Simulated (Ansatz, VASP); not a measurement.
ZrB2 in VASP and in Ansatz

The input INCAR:

```
ALGO = Normal
EDIFF = 1E-6
ENCUT = 520
ISIF = 2
ISMEAR = 0
LASPH = True
LCHARG = False
LREAL = False
LWAVE = False
NBANDS = 16
NELM = 100
PREC = Accurate
SIGMA = 0.15
```

KPOINTS

```
k-points
0
Gamma
  18 18 12
```

The input POSCAR:

```
ZrB2
1.0
    3.1723735494      0.0000000000      0.0000000000
   -1.5861867747      2.7473560841      0.0000000000
    0.0000000000      0.0000000000      3.1295465065
Zr B
1 2
Direct
    0.0000000000      0.0000000000      0.0000000000
    0.3333333333      0.6666666667      0.5000000000
    0.6666666667      0.3333333333      0.5000000000
```

Input for Ansatz:

```yaml
crystal:
  lattice:
    - [3.1723735494, 0.0, 0.0]
    - [-1.5861867747, 2.7473560841, 0.0]
    - [0.0, 0.0, 3.1295465065]
  atoms:
    - { symbol: Zr, position: [0.0, 0.0, 0.0] }
    - { symbol: B, position: [0.3333333333, 0.6666666667, 0.5] }
    - { symbol: B, position: [0.6666666667, 0.3333333333, 0.5] }
basis:
  ecutwfc: 520.0
kpoints:
  mp_grid: { grid: [18, 18, 12] }
hamiltonian:
  xc: lda
  pseudopotentials: { kind: paw }
scf:
  occupations: { method: gaussian, width: 0.15 }
output:
  forces: true
  stress: true
  eigenvalues: true
```

Alike in both runs: task single point; functional LDA; k mesh 18 × 18 × 12; occupations gaussian, width 0.15 eV; no spin polarisation.

```csv
,VASP,Ansatz
version,VASP 6.6.1,Ansatz 0.2.0
potentials or method,"VASP PAW LDA potentials, release 64 (Zr_sv, B)","scalar-relativistic, plane waves, PAW"
plane-wave cutoff (eV),520,520
valence electrons in the cell,18,18
```

|  | VASP | Ansatz | Ansatz less VASP |
| --- | --- | --- | --- |
| gap on the k mesh at the Fermi level (eV) | none | none | - |
| pressure (GPa) | 26.4 | 25.6 | -0.72 |
| largest component of the traceless stress (GPa) | 30.00 | 29.98 | -0.022 |

A gap of «none» marks a metal or a gap that the smearing closes.

Caveats: so large a pressure means that the cell lies far from this level's equilibrium, or that cutoff or potentials fall short (VASP).
